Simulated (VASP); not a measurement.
# HfB (Fm-3m) in VASP: notebook

One crystal, HfB, is run at these levels: BLYP, AM05, PW91; tasks: relaxation of cell and atoms.

Program: VASP 6.6.1. These are calculated values, not measurements. Logs are shortened: lines on timing, memory, paths and dates and some standing lists are left out, and cuts for length are marked.

## Step 1: Starting point

It takes space group Fm-3m (No. 225, cubic). Conventional cell: a = 4.620 Å, b = 4.620 Å, c = 4.620 Å, α = 90.00°, β = 90.00°, γ = 90.00°. Around Hf (site symmetry m-3m) lie 6 B at 2.31 Å. B (site symmetry m-3m) is surrounded by 6 Hf at 2.31 Å.

## Step 2: Relaxation of cell and atoms, BLYP

The input, INCAR:

```
AGGAC = 1.0 ; AGGAX = 1.0
ALDAC = 0.0 ; ALDAX = 1.0
ALGO = Normal ; EDIFF = 1E-7
EDIFFG = -0.005 ; ENCUT = 600
GGA = B5 ; IBRION = 2
ISIF = 3 ; ISMEAR = -1
LASPH = T ; LCHARG = F
LREAL = F ; LWAVE = F
NELM = 80 ; NSW = 40
PREC = Accurate ; SIGMA = 0.05
```

The input, KPOINTS:

```
k-points
0
Gamma
  10 10 10
```

The input, POSCAR:

```
HfB
1.0
    0.0000000000      2.3100000000      2.3100000000
    2.3100000000      0.0000000000      2.3100000000
    2.3100000000      2.3100000000      0.0000000000
Hf B
1 1
Direct
    0.5000000000      0.5000000000      0.5000000000
    0.0000000000      0.0000000000      0.0000000000
```

Potentials or basis: VASP PAW PBE potentials, release 64 (Hf_pv, B).

Run with:

```
cat potpaw_PBE.64/Hf_pv/POTCAR potpaw_PBE.64/B/POTCAR > POTCAR
mpirun -np 1 vasp_std > vasp.out
```

OUTCAR:

```text
EDIFF = 1E-7
   EDIFFG = -0.005
   ENCUT = 600
   GGA = B5
   IBRION = 2
   ISIF = 3
   ISMEAR = -1
   LASPH = T
   LREAL = F
   NELM = 80
   NSW = 40
   PREC = Accurate

 ion  position               nearest neighbor table
   1  0.500  0.500  0.500-   2 2.31   2 2.31   2 2.31   2 2.31   2 2.31   2 2.31
   2  0.000  0.000  0.000-   1 2.31   1 2.31   1 2.31   1 2.31   1 2.31   1 2.31

  LATTYP: Found a face centered cubic cell.
 ALAT       =     4.6200000000

  Lattice vectors:

 A1 = (   0.0000000000,   2.3100000000,   2.3100000000)
 A2 = (   2.3100000000,   0.0000000000,   2.3100000000)
 A3 = (   2.3100000000,   2.3100000000,   0.0000000000)

Analysis of symmetry for initial positions (statically):
=====================================================================
 Subroutine PRICEL returns:
 Original cell was already a primitive cell.

 Routine SETGRP: Setting up the symmetry group for a
 face centered cubic supercell.

 Subroutine GETGRP returns: Found 48 space group operations
 (whereof 48 operations were pure point group operations)
 out of a pool of 48 trial point group operations.

The static configuration has the point symmetry O_h .

Analysis of symmetry for dynamics (positions and initial velocities):
=====================================================================
 Subroutine PRICEL returns:
 Original cell was already a primitive cell.

 Routine SETGRP: Setting up the symmetry group for a
 face centered cubic supercell.

 Subroutine GETGRP returns: Found 48 space group operations
 (whereof 48 operations were pure point group operations)
 out of a pool of 48 trial point group operations.

The dynamic configuration has the point symmetry O_h .

 Subroutine INISYM returns: Found 48 space group operations
 (whereof 48 operations are pure point group operations),
 and found     1 'primitive' translations

----------------------------------------------------------------------------------------

                                     Primitive cell

  volume of cell :      24.6528

  direct lattice vectors                    reciprocal lattice vectors
     0.000000000  2.310000000  2.310000000    -0.216450216  0.216450216  0.216450216
     2.310000000  0.000000000  2.310000000     0.216450216 -0.216450216  0.216450216
     2.310000000  2.310000000  0.000000000     0.216450216  0.216450216 -0.216450216

  length of vectors
     3.266833329  3.266833329  3.266833329     0.374902772  0.374902772  0.374902772

  position of ions in fractional coordinates (direct lattice)
     0.500000000  0.500000000  0.500000000
     0.000000000  0.000000000  0.000000000

  ion indices of the primitive-cell ions
   primitive index   ion index
[... 103 lines left out ...]
   LEPSILON=     F    determine dielectric tensor
   LRPA    =     F    only Hartree local field effects (RPA)
 conjugate gradient relaxation of ions
 non-spin polarized calculation
  energy-cutoff  :      600.00
  volume of cell :       24.65
 maximum number of plane-waves:       869
 NGX is ok and might be reduce to    28
   NGX = 13   NGY = 13   NGZ = 13

--------------------------------------- Ionic step        1  -------------------------------------------

 number of electron      13.0000000 magnetization

 Free energy of the ion-electron system (eV)
  ---------------------------------------------------
  ext. energy  EPLUGINS =         0.00000000
  ---------------------------------------------------
  free energy    TOTEN  =       -15.06183339 eV

  energy without entropy =      -15.05021131  energy(sigma->0) =      -15.05602235

------------------------ aborting loop because EDIFF is reached ----------------------------------------

  FORCE on cell =-STRESS in cart. coord.  units (eV):
  Direction    XX          YY          ZZ          XY          YZ          ZX
  --------------------------------------------------------------------------------------
  -------------------------------------------------------------------------------------
  Total        5.8635599      5.8635599      5.8635599      0.0000000     -0.0000000      0.0000000
  in kB      381.0710989    381.0710989    381.0710989      0.0000000     -0.0000000      0.0000000
  external PRESSURE =     381.0710989 kB  Pullay stress =       0.0000000 kB
[... 23 lines left out ...]
--------------------------------------- Ionic step        2  -------------------------------------------

 number of electron      12.9999999 magnetization

 E-fermi :   3.3100     XC(G=0):  -9.8957

 val. band max:        3.2872623087   @ k =  -0.2000   0.1000   0.0000
 cond. band min:       3.3892539310   @ k =  -0.2000   0.1000   0.0000
 fundamental gap:      0.1019916222
 Fermi energy:         3.3099522070

 k-point     1 :       0.0000    0.0000    0.0000
  band No.  band energies     occupation
      1     -26.9547      2.00000
      2     -26.9547      2.00000
      3     -26.9547      2.00000
      4      -4.7484      2.00000
      5       4.9754      0.00000
      6       4.9754      0.00000
      7       4.9754      0.00000
      8       6.0195      0.00000
      9       6.1864      0.00000
     10       6.1864      0.00000
[... 364 lines left out ...]
  FREE ENERGIE OF THE ION-ELECTRON SYSTEM (eV)
  ---------------------------------------------------
  free  energy   TOTEN  =       -15.5386843920 eV

  energy  without entropy=      -15.5262605263  energy(sigma->0) =      -15.53247246

[... ionic steps 4 to 15 ...]

--------------------------------------- Ionic step       16  -------------------------------------------

 number of electron      13.0000001 magnetization

------------------------ aborting loop because EDIFF is reached ----------------------------------------
[... 67 lines left out ...]
--------------------------------------- Ionic step       18  -------------------------------------------

 number of electron      13.0000001 magnetization

 Free energy of the ion-electron system (eV)
  ---------------------------------------------------
  ext. energy  EPLUGINS =         0.00000000
  ---------------------------------------------------
  free energy    TOTEN  =       -15.53961105 eV

  energy without entropy =      -15.52706905  energy(sigma->0) =      -15.53334005

 E-fermi :   4.5549     XC(G=0): -10.8596

 val. band max:        4.5148355360   @ k =  -0.4000   0.4000   0.1000
 cond. band min:       4.5747642248   @ k =   0.3000   0.2000   0.0000
 fundamental gap:      0.0599286888
 Fermi energy:         4.5548530384

 k-point     1 :       0.0000    0.0000    0.0000
  band No.  band energies     occupation
      1     -24.6276      2.00000
      2     -24.6276      2.00000
      3     -24.6276      2.00000
      4      -4.2872      2.00000
      5       6.5547      0.00000
      6       6.5547      0.00000
      7       6.5547      0.00000
      8       7.9773      0.00000
      9       7.9773      0.00000
     10       7.9773      0.00000
[... 328 lines left out ...]
  FREE ENERGIE OF THE ION-ELECTRON SYSTEM (eV)
  ---------------------------------------------------
  free  energy   TOTEN  =       -15.5396110466 eV

  energy  without entropy=      -15.5270690478  energy(sigma->0) =      -15.53334005

 reached required accuracy - stopping structural energy minimisation
```

OSZICAR:

```text
N       E                     dE             d eps       ncg     rms          rms(c)
DAV:   1     0.194367841775E+02    0.19437E+02   -0.82666E+03   940   0.137E+03
DAV:   2    -0.160527858260E+02   -0.35490E+02   -0.34084E+02  1200   0.209E+02
DAV:   3    -0.170495577979E+02   -0.99677E+00   -0.97516E+00  1232   0.250E+01
[... 114 lines left out ...]
DAV:   2    -0.155396221898E+02    0.36338E-04   -0.61803E-05   940   0.788E-02    0.409E-02
DAV:   3    -0.155396118269E+02    0.10363E-04   -0.30358E-05  1036   0.492E-02    0.346E-02
DAV:   4    -0.155396115658E+02    0.26107E-06   -0.39935E-07  1066   0.676E-03    0.286E-02
DAV:   5    -0.155396110808E+02    0.48493E-06   -0.91617E-07  1088   0.479E-03    0.599E-03
DAV:   6    -0.155396110466E+02    0.34295E-07   -0.49842E-08   498   0.134E-03
  18 F= -.15539611E+02 E0= -.15533340E+02  d E =-.486794E-04
```

It took 2.7 min on 1 thread of Intel Xeon Platinum 8488C (Sapphire Rapids), shared host; peak memory 0.17 GiB.

Results:

- Free energy: -15.5396 eV
- Relaxed volume: 14.64 Å³/atom
- Relaxed cell: a = 3.460 Å, b = 3.460 Å, c = 3.460 Å, α = 60.00°, β = 60.00°, γ = 60.00°
- Space group after relaxing (to 0.05 Å): Fm-3m (No. 225)
- Energy gained by relaxing: 238.9 meV/atom
- Ionic steps: 18
- Pressure after relaxing: 0.0 GPa
- Band gap on the k mesh: none (metal or under the smearing width)

Step by step:
```tsv
step	energy change (eV)	largest force (eV/Å)	pressure (GPa)	volume (Å³)
1	0.0000	0.0000	38.11	24.65
2	0.1605	0.0000	-22.93	36.66
3	-0.4769	0.0000	-1.26	29.51
4	-0.4778	0.0000	-0.22	29.31
5	-0.4777	0.0000	0.32	29.21
6	-0.4777	0.0000	0.32	29.21
7	-0.4777	0.0000	0.29	29.22
8	-0.4777	0.0000	0.29	29.22
9	-0.4777	0.0000	0.29	29.22
10	-0.4777	0.0000	0.29	29.22
11	-0.4777	0.0000	0.29	29.22
12	-0.4777	0.0000	0.29	29.22
13	-0.4777	0.0000	0.29	29.22
14	-0.4777	0.0000	0.27	29.22
15	-0.4777	0.0000	0.25	29.23
16	-0.4778	0.0000	0.21	29.23
17	-0.4778	0.0000	0.13	29.25
18	-0.4778	0.0000	-0.04	29.28
```

Final structure:
```
CELL_PARAMETERS angstrom
0.00000 2.44628 2.44628
2.44628 0.00000 2.44628
2.44628 2.44628 0.00000
ATOMIC_POSITIONS crystal
Hf 0.50000 0.50000 0.50000
B 0.00000 0.00000 0.00000
```

Caveat: the volume moved by over 15 % at a fixed basis, so the end points are rough; the PAW data sets were made with another functional, which shifts forces and pressure a little. Spin-orbit coupling is left out, which matters for the levels of Hf.

## Step 3: Relaxation of cell and atoms, AM05

The input, INCAR:

```
ALGO = Normal ; EDIFF = 1E-7
EDIFFG = -0.005 ; ENCUT = 600
GGA = AM ; IBRION = 2
ISIF = 3 ; ISMEAR = -1
LASPH = T ; LCHARG = F
LREAL = F ; LWAVE = F
NELM = 80 ; NSW = 40
PREC = Accurate ; SIGMA = 0.05
```

KPOINTS is that of step 2.

POSCAR is that of step 2.

Potentials or basis: VASP PAW PBE potentials, release 64 (Hf_pv, B).

Run with:

```
cat potpaw_PBE.64/Hf_pv/POTCAR potpaw_PBE.64/B/POTCAR > POTCAR
mpirun -np 1 vasp_std > vasp.out
```

OUTCAR:

```text
EDIFF = 1E-7
   EDIFFG = -0.005
   ENCUT = 600
   GGA = AM
   IBRION = 2
   ISIF = 3
   ISMEAR = -1
   LASPH = T
   LREAL = F
   NELM = 80
   NSW = 40
   PREC = Accurate

 ion  position               nearest neighbor table
   1  0.500  0.500  0.500-   2 2.31   2 2.31   2 2.31   2 2.31   2 2.31   2 2.31
   2  0.000  0.000  0.000-   1 2.31   1 2.31   1 2.31   1 2.31   1 2.31   1 2.31

  LATTYP: Found a face centered cubic cell.
 ALAT       =     4.6200000000

  Lattice vectors:

 A1 = (   0.0000000000,   2.3100000000,   2.3100000000)
 A2 = (   2.3100000000,   0.0000000000,   2.3100000000)
 A3 = (   2.3100000000,   2.3100000000,   0.0000000000)

Analysis of symmetry for initial positions (statically):
=====================================================================
 Subroutine PRICEL returns:
 Original cell was already a primitive cell.

 Routine SETGRP: Setting up the symmetry group for a
[... 375 lines left out ...]
      4      -4.8695      2.00000
      5       6.3930      0.00000
      6       6.3930      0.00000
      7       6.3930      0.00000
      8       8.0561      0.00000
      9       8.0561      0.00000
     10       8.0561      0.00000
[... 287 lines left out ...]
 k-point    24 :       0.4000    0.3000    0.0000
  band No.  band energies     occupation
      1     -24.8502      2.00000
      2     -24.6319      2.00000
      3     -24.6167      2.00000
      4      -2.0907      2.00000
      5       2.2126      2.00000
      6       3.6762      2.00000
      7       5.5357      0.00000
      8       6.2791      0.00000
      9      10.0156      0.00000
     10      11.4414      0.00000

 [... further k-points ...]

------------------------ aborting loop because EDIFF is reached ----------------------------------------

  FORCE on cell =-STRESS in cart. coord.  units (eV):
  Direction    XX          YY          ZZ          XY          YZ          ZX
  --------------------------------------------------------------------------------------
  -------------------------------------------------------------------------------------
  Total       -0.0026074     -0.0026074     -0.0026074      0.0000000     -0.0000000      0.0000000
  in kB       -0.1525364     -0.1525364     -0.1525364      0.0000000     -0.0000000      0.0000000
  external PRESSURE =      -0.1525364 kB  Pullay stress =       0.0000000 kB
[... 17 lines left out ...]
  FREE ENERGIE OF THE ION-ELECTRON SYSTEM (eV)
  ---------------------------------------------------
  free  energy   TOTEN  =       -18.0873398908 eV

  energy  without entropy=      -18.0727213733  energy(sigma->0) =      -18.08003063

 reached required accuracy - stopping structural energy minimisation
```

OSZICAR:

```text
N       E                     dE             d eps       ncg     rms          rms(c)
DAV:   1     0.165042538730E+02    0.16504E+02   -0.82802E+03   940   0.137E+03
DAV:   2    -0.183995108056E+02   -0.34904E+02   -0.33512E+02  1210   0.208E+02
DAV:   3    -0.193484816298E+02   -0.94897E+00   -0.93085E+00  1222   0.247E+01
DAV:   4    -0.193551991505E+02   -0.67175E-02   -0.66813E-02  1152   0.193E+00
[... 110 lines left out ...]
       N       E                     dE             d eps       ncg     rms          rms(c)
DAV:   1    -0.180873498948E+02   -0.13464E-04   -0.26547E-04   940   0.164E-01    0.359E-02
DAV:   2    -0.180873419730E+02    0.79217E-05   -0.13901E-05   940   0.370E-02    0.158E-02
DAV:   3    -0.180873399116E+02    0.20615E-05   -0.60664E-06  1078   0.224E-02    0.152E-02
DAV:   4    -0.180873398908E+02    0.20787E-07   -0.59802E-08   536   0.298E-03
  18 F= -.18087340E+02 E0= -.18080031E+02  d E =-.333999E-04
```

It took 96 s on 1 thread of Intel Xeon Platinum 8488C (Sapphire Rapids), shared host; peak memory 0.17 GiB.

Results:

```
Free energy                            : -18.0873 eV
Relaxed volume                         : 13.69 Å³/atom
Relaxed cell                           : a = 3.383 Å, b = 3.383 Å, c = 3.383 Å, α = 60.00°, β = 60.00°, γ = 60.00°
Space group after relaxing (to 0.05 Å) : Fm-3m (No. 225)
Energy gained by relaxing              : 91.5 meV/atom
Ionic steps                            : 18
Pressure after relaxing                : 0.0 GPa
Band gap on the k mesh                 : none (metal or under the smearing width)
```

Step by step:
```
step  energy change (eV)  largest force (eV/Å)  pressure (GPa)  volume (Å³)
   1              0.0000                0.0000           23.39        24.65
   2              0.1132                0.0000          -19.84        31.65
   3             -0.1829                0.0000           -0.63        27.48
   4             -0.1831                0.0000           -0.07        27.40
   5             -0.1830                0.0000            0.31        27.34
   6             -0.1830                0.0000            0.31        27.34
   7             -0.1830                0.0000            0.27        27.35
   8             -0.1830                0.0000            0.27        27.35
   9             -0.1830                0.0000            0.27        27.35
  10             -0.1830                0.0000            0.27        27.35
  11             -0.1830                0.0000            0.27        27.35
  12             -0.1830                0.0000            0.27        27.35
  13             -0.1830                0.0000            0.25        27.35
  14             -0.1830                0.0000            0.23        27.35
  15             -0.1830                0.0000            0.18        27.36
  16             -0.1831                0.0000            0.09        27.37
  17             -0.1831                0.0000           -0.09        27.40
  18             -0.1831                0.0000           -0.02        27.39
```

Final structure:
```cif
data_structure
_symmetry_space_group_name_H-M 'P 1'
_symmetry_Int_Tables_number 1
_cell_length_a 3.3834
_cell_length_b 3.3834
_cell_length_c 3.3834
_cell_angle_alpha 60.000
_cell_angle_beta 60.000
_cell_angle_gamma 60.000
_cell_volume 27.39
loop_
_atom_site_label
_atom_site_type_symbol
_atom_site_fract_x
_atom_site_fract_y
_atom_site_fract_z
_atom_site_occupancy
Hf1 Hf 0.50000 0.50000 0.50000 1
B1 B 0.00000 0.00000 0.00000 1
```

Levels at points of the mesh, in eV from the Fermi level:
```tsv
k point	band 4	band 5	band 6	band 7	band 8	band 9	band 10
(0.00, 0.00, 0.00)	-9.19	2.07	2.07	2.07	3.73	3.73	3.73
(0.50, 0.00, 0.00)	-4.71	-4.30	-1.16	-1.16	5.86	5.86	6.73
(0.50, 0.50, 0.00)	-6.36	-1.18	-0.88	2.08	2.08	5.60	7.03
```

Caveat: the PAW data sets were made with another functional, which shifts forces and pressure a little. Zero-point motion and thermal expansion aren't in these numbers.

## Step 4: Relaxation of cell and atoms, PW91

INCAR, as its differences from that of step 3:

```diff
@@ -2,3 +2,3 @@
 EDIFFG = -0.005 ; ENCUT = 600
-GGA = AM ; IBRION = 2
+GGA = 91 ; IBRION = 2
 ISIF = 3 ; ISMEAR = -1
```

KPOINTS is that of step 3.

POSCAR is that of step 3.

Run with:

```
cat potpaw_PBE.64/Hf_pv/POTCAR potpaw_PBE.64/B/POTCAR > POTCAR
mpirun -np 1 vasp_std > vasp.out
```

Wall time 88 s (1 thread of Intel Xeon Platinum 8488C (Sapphire Rapids), shared host); peak memory 0.17 GiB.

Results (log left out):

```yaml
Free_energy: -17.4084 eV
Relaxed_volume: 14.17 Å³/atom
Relaxed_cell: a = 3.422 Å, b = 3.422 Å, c = 3.422 Å, α = 60.00°, β = 60.00°, γ = 60.00°
Space_group_after_relaxing_to_0.05_Å: Fm-3m (No. 225)
Energy_gained_by_relaxing: 160.6 meV/atom
Ionic_steps: 17
Pressure_after_relaxing: 0.1 GPa
Band_gap_on_the_k_mesh: none (metal or under the smearing width)
```

The path:
```csv
step,energy change (eV),largest force (eV/Å),pressure (GPa),volume (Å³)
1,0.0000,0.0000,31.23,24.65
2,0.1618,0.0000,-22.44,34.26
3,-0.3206,0.0000,-0.99,28.51
4,-0.3211,0.0000,-0.14,28.37
5,-0.3211,0.0000,0.33,28.29
6,-0.3211,0.0000,0.34,28.29
7,-0.3211,0.0000,0.30,28.30
8,-0.3211,0.0000,0.30,28.30
9,-0.3211,0.0000,0.30,28.30
10,-0.3211,0.0000,0.30,28.30
11,-0.3211,0.0000,0.30,28.30
12,-0.3211,0.0000,0.30,28.30
13,-0.3211,0.0000,0.30,28.30
14,-0.3211,0.0000,0.27,28.30
15,-0.3211,0.0000,0.24,28.31
16,-0.3211,0.0000,0.18,28.32
17,-0.3211,0.0000,0.06,28.34
```

Final structure:
```
Hf B
1.0
     0.00000    2.41982    2.41982
     2.41982    0.00000    2.41982
     2.41982    2.41982    0.00000
Hf B
1 1
Direct
  0.50000 0.50000 0.50000
  0.00000 0.00000 0.00000
```

Levels at points of the mesh, in eV from the Fermi level:
```
           k point  band 4  band 5  band 6  band 7  band 8  band 9  band 10
(0.00, 0.00, 0.00)   -9.05    2.05    2.05    2.05    3.58    3.58     3.58
(0.50, 0.00, 0.00)   -4.54   -4.44   -1.13   -1.13    5.62    5.62     6.45
(0.50, 0.50, 0.00)   -6.34   -1.18   -0.74    1.97    1.97    5.36     6.73
```

Caveat: the PAW data sets were made with another functional, which shifts forces and pressure a little.

## Step 5: The reference run

An earlier run on the cell as given: functional PBE; potentials or basis VASP PAW PBE potentials, release 64 (Hf_pv, B); cutoff 520 eV; k mesh 10 × 10 × 10; occupations fermi-dirac, width 0.05 eV; no spin polarisation.

- Pressure: 30.5 GPa
- Band gap on the k mesh: none (metal or under the smearing width)

## Step 6: Summary

```tsv
task	level	cell	cutoff (eV)	gap on the mesh (eV)	pressure (GPa)	relaxed volume (Å³/atom)
relaxation of cell and atoms	BLYP	relaxed	600	none	0.0	14.64
relaxation of cell and atoms	AM05	relaxed	600	none	0.0	13.69
relaxation of cell and atoms	PW91	relaxed	600	none	0.1	14.17
single point	PBE	as given	520	none	30.5	-
```

Alike in all rows: potentials or basis VASP PAW PBE potentials, release 64 (Hf_pv, B); no spin polarisation; k mesh 10 × 10 × 10; smearing fermi-dirac 0.05 eV.

Caveats: the PAW data sets were made with another functional, which shifts forces and pressure a little (some runs); the volume moved by over 15 % at a fixed basis, so the end points are rough (some runs); a pressure of tens of GPa on the cell as given is suspect, and the run, the potentials or the cell itself is likely at fault (some runs).

Total energies depend on the potentials used, so only differences within one code and one set of settings carry meaning.
